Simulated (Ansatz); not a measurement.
Crystal: Ga, fcc type, 1 atom in the cell.

The calculation used PBE, plane waves, PAW datasets (generated soft set 1) (Ansatz).

Cutoff 420 eV; k-mesh 44×44×44 Γ-centred; Fermi–Dirac smearing of 0.0612 eV; no spin polarisation.

| V (Å³/atom) | a (Å) | E − E(min) (meV/atom) | P (GPa) |
| --- | --- | --- | --- |
| 17.765 | 4.1420 | 12.55 | 3.64 |
| 18.143 | 4.1712 | 5.55 | 2.32 |
| 18.521 | 4.2000 | 1.47 | 1.15 |
| 18.899 | 4.2283 | 0.00 | 0.11 |
| 19.277 | 4.2563 | 0.85 | -0.82 |
| 19.655 | 4.2840 | 3.77 | -1.64 |
| 20.033 | 4.3113 | 8.52 | -2.38 |

**Question.** Fit a third-order Birch–Murnaghan equation of state to the energies.

**Answer.** V₀ = 18.943 Å³/atom (a₀ = 4.232 Å), B₀ = 48.6 GPa, B₀′ = 4.82.

The published all-electron PBE values for this crystal (mean of FLEUR and WIEN2k, k-spacing 0.06 Å⁻¹; Bosoni et al., Nat. Rev. Phys. 6, 45 (2024)) are V₀ = 18.947 Å³/atom, B₀ = 48.6 GPa, B₀′ = 4.81.

The stress includes the program's correction for the finite plane-wave basis.

This cubic structure is a model: it isn't the usual form of the substance at ambient conditions, and such phases are metastable or hypothetical.
